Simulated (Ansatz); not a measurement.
**Putting H into Be**

These are results of DFT PBE, scalar-relativistic, plane waves, PAW (Ansatz 0.2.0), not measurements.

Plane waves to 420 eV, a k mesh through Γ of 14×10×10 on the computed 4-atom cell and Gaussian smearing (0.10 eV); no spin polarisation for the host; each changed cell takes a mesh and smearing chosen by its own gap and starts from the host's moments or customary ones, or runs without spin. Cells and atoms are relaxed to the nearest stationary point that keeps the symmetry of their start (forces under 0.02 to 0.04 eV/Å, stress under 0.1 to 0.2 GPa); energies are at zero smearing, without zero-point or thermal terms.

Relaxed host (gap on the mesh 0 eV):

```
CELL_PARAMETERS angstrom
2.49670 0.00000 0.00000
0.00000 3.53855 0.00000
0.00000 0.00000 3.53869
ATOMIC_POSITIONS crystal
Be 0.75000 0.75000 0.74999
Be 0.25000 0.25000 0.74999
Be 0.25000 0.75000 0.25001
Be 0.75000 0.25000 0.25001
```

Cases: (1) 1 H in a 2×1×1 repeat of the cell, at (0.250 0.000 0.000) in fractions of that repeat, 1.40 Å from the nearest atom of the relaxed host.

The table gives the energy per H taken from half an H2 molecule (negative: uptake is favourable), the swelling and the final surroundings.

```csv
case,formula,energy per H (eV),ΔV (%),principal strains (%),nearest host atoms of the first H,gap (eV)
1,Be8H,1.33,+10.6,+31.6 -8.3 -8.3,4 (Be) from 1.51 Å,0
```

Each ion keeps what symmetry its start has, so a lower place off a symmetric site can be missed, above all for H.

Relaxed structure of case 1:

```cif
data_structure
_symmetry_space_group_name_H-M 'P-42m'
_symmetry_Int_Tables_number 111
_cell_length_a 3.2438
_cell_length_b 3.2438
_cell_length_c 6.5698
_cell_angle_alpha 90.000
_cell_angle_beta 90.000
_cell_angle_gamma 90.000
_cell_volume 69.13
loop_
_atom_site_label
_atom_site_type_symbol
_atom_site_symmetry_multiplicity
_atom_site_Wyckoff_symbol
_atom_site_fract_x
_atom_site_fract_y
_atom_site_fract_z
_atom_site_occupancy
Be1 Be 4 n 0.25414 0.74586 0.14655 1
Be2 Be 4 n 0.25079 0.74921 0.61765 1
H1 H 1 a 0.00000 0.00000 0.00000 1
```

This form of Be (Im-3m) lies 0.10 eV/atom over the element's standard state.

In Be8H a bond of the host changes by more than 0.6 Å or the volume by a third: the framework has rearranged or swollen or shrunk strongly, and the figure may no longer describe a topotactic step.

Cost: 2 runs of about 1.9 core-minutes in all, on Arm Neoverse V2 (shared hosts).